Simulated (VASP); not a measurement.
VASP input:

### POSCAR
```
LiI
1.0
  0.0000000000   3.0100000000   3.0100000000
  3.0100000000   0.0000000000   3.0100000000
  3.0100000000   3.0100000000   0.0000000000
Li I
1 1
Cart
  0.0000000000   0.0000000000   0.0000000000
  3.0100000000   3.0100000000   3.0100000000
```

### KPOINTS
```
Automatic mesh
0
Gamma
7 7 7
0 0 0
```

INCAR:
```
ALGO = Normal
EDIFF = 1E-6
EDIFFG = -0.01
ENCUT = 520
GGA = PE
IBRION = 2
ISIF = 3
ISMEAR = 0
LASPH = T
LCHARG = F
LMAXMIX = 4
LREAL = F
LWAVE = F
NELM = 100
NSW = 60
PREC = Accurate
SIGMA = 0.05
SYSTEM = LiI
```

POTCAR, in this order: Li_sv I (PBE.64 set). Program: vasp_std.

**Question.** Write an equivalent input for Ansatz.

**Answer.** One equivalent input (not run):
Ansatz 0.2 input:
```yaml
crystal:
  lattice:
    - [0.0000000, 3.0100000, 3.0100000]
    - [3.0100000, 0.0000000, 3.0100000]
    - [3.0100000, 3.0100000, 0.0000000]
  atoms:
    - { symbol: Li, position: [0.0000000, 0.0000000, 0.0000000] }
    - { symbol: I, position: [0.5000000, 0.5000000, 0.5000000] }
kpoints:
  mp_grid: { grid: [7, 7, 7] }
hamiltonian:
  xc: pbe
  pseudopotentials: { kind: paw }
scf:
  occupations: { method: gaussian, width: 0.05 }
  max_iter: 100
relax:
  max_steps: 60
  f_tol: 0.01
  cell: {}
output: { forces: true, stress: true, eigenvalues: true }
```
The two are equivalent in intent, not identical: each code has its own PAW files, so the cut-off isn't converted (ENCUT is set for VASP's; basis.ecutwfc is left out, and Ansatz then takes the one that its files recommend); Ansatz stops its SCF on the density residual and VASP on the energy change (EDIFF).

The compound is LiI in the rock salt structure. The cell was not relaxed at this level.
